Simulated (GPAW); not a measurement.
Records of electronic-structure calculations. Some values are withheld and marked by numbers in brackets.

## Quasiparticle gap of SiC (P6_3mc) in GPAW

The structure is hexagonal, space group P6_3mc (No. 186). The conventional cell has a = 3.076 Å, b = 3.076 Å, c = 10.071 Å, α = 90.00°, β = 90.00°, γ = 120.00°. Nearest to Si lie 4 C at 1.88 to 1.89 Å. Nearest to C lie 4 Si at 1.88 to 1.89 Å. Nearest to C lie 4 Si at 1.88 to 1.89 Å. Farther neighbours are not listed.

```xyz
8
Lattice="3.0757 0.0000 0.0000 -1.5378 2.6636 0.0000 0.0000 0.0000 10.0706" Properties=species:S:1:pos:R:3 pbc="T T T"
Si    1.5378    0.8879    9.4447
Si    0.0000    1.7758    4.4094
Si    0.0000    0.0000    6.9275
Si    0.0000    0.0000    1.8922
C     1.5378    0.8879    7.5510
C     0.0000    1.7758    2.5157
C     0.0000    0.0000    5.0400
C     0.0000    0.0000    0.0046
```

- method: DFT, PBE, plane waves, PAW (and 1 further level or step)
- program: GPAW 26.7.0
- settings of one run: cutoff 600 eV, GPAW PAW setups 1.2.1 data release, 3×3×2 k-mesh, nbands 287
- cost: 4 runs, 2.5 min in all on 4 MPI ranks of Arm Neoverse V1, shared host (the runs of this entry)
- notes: The cell and positions are those that the Materials Project relaxed with its own functionals (PBE, PBE+U or r2SCAN), kept fixed. Only 2 of the mesh’s irreducible points were corrected, so a valley elsewhere could overtake. Bands and cutoff are finite, so the gap is not at the basis limit. The miss can reach some tenths of an eV and take either sign; the mesh is an error of its own
- PBE gap: [1]
- G0W0 gap on the mesh: 3.76 eV
- G0W0 gap over the zone (rigid shift): [2]
- GW settings: 3×3×2 mesh, 129 bands, screening to 78 eV, Godby-Needs plasmon pole
- known limits: not at the basis limit; coarse k mesh

**Question.** What are the withheld values?

[1] PBE gap (SiC): 2.22 eV, indirect. A denser mesh or path gives a starting gap of 2.22 eV: the GW mesh misses a band edge, so its gaps are not the fundamental one.
[2] G0W0 gap over the zone (rigid shift) (SiC): 2.97 eV. The mesh misses the band edges by 0.78 eV in all; a rigid shift gives 2.97 eV for the zone.

[Paths, hosts, dates, memory and timing lines, banners, echoed tables and standing remarks are left out of the program output.]

[Logs are printed without paths, hosts, clocks, repeated set-up lines and the standing remarks that a program may print on its own settings, such as how far it seeks lower states.]

[Runs of the session that timed out or met a known fault of the program may be left out.]

[Hosts, paths, dates, database ids (printed as entryN), source tags and the programs' standing remarks are cut or masked in the printed files.]
